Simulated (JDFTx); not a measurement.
Si2Mo:

```
Mo Si
1.0
    -1.60000    1.60000    3.93050
     1.60000   -1.60000    3.93050
     1.60000    1.60000   -3.93050
Mo Si
1 2
Direct
  0.00000 0.00000 0.00000
  0.66700 0.66700 0.00000
  0.33300 0.33300 0.00000
```

Base run:

```yaml
Program: JDFTx 1.7.0 (patched build)
Functional: PBE
Potentials_or_basis: PseudoDojo-SR-PBE-0.5-standard
Cutoff: 1088 eV
Density_cutoff: 8708 eV
k_mesh: 12 × 12 × 12
Occupations: fermi-dirac, width 0.05 eV
Spin: no spin polarisation
```

Its results: band gap on the k mesh none (metal or under the smearing width); pressure 2.3 GPa; largest force 0.275 eV/Å.

Task: The run is repeated on the same cell with these changes: functional from PBE to PBEsol; potentials or basis from PseudoDojo-SR-PBE-0.5-standard to PseudoDojo-SR-PBEsol-0.4.1-standard with smoothed tails. What comes out?

Result: Band gap on the k mesh none (metal or under the smearing width); pressure -2.7 GPa; largest force 0.323 eV/Å.

Not every run made on this cell is shown here.
